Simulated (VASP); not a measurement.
A run of VASP 6.6.1:

The input INCAR:

```
PREC = Accurate
ENCUT = 520
EDIFF = 1E-7
ISMEAR = -1
SIGMA = 0.05
LREAL = F
LASPH = T
NELM = 80
ALGO = Normal
ISIF = 2
LWAVE = F
LCHARG = T
GGA = PS
LELF = T
LVHAR = T
NBANDS = 12
```

The input KPOINTS:

```
Automatic mesh
0
Gamma
  8 8 8
```

POSCAR

```
LiBr
1.0
    0.0000000000      2.7506500000      2.7506500000
    2.7506500000      0.0000000000      2.7506500000
    2.7506500000      2.7506500000      0.0000000000
Br Li
1 1
Direct
    0.5000000000      0.5000000000      0.5000000000
    0.0000000000      0.0000000000      0.0000000000
```

Potentials or basis: VASP PAW PBE potentials, release 64 (Br, Li_sv).

The run is started by

```sh
$ cat potpaw_PBE.64/Br/POTCAR potpaw_PBE.64/Li_sv/POTCAR > POTCAR
$ mpirun -np 1 vasp_std > vasp.out
```

Hardware: 1 thread of Intel(R) Xeon(R) Platinum 8488C (Sapphire Rapids), with other jobs on the host.

**Question.** Estimate the wall time of this run.

**Answer.** It took 12 s on 1 thread of Intel(R) Xeon(R) Platinum 8488C (Sapphire Rapids) (shared host), peak memory 0.17 GiB. Counts: scf iterations 12, k points 29.
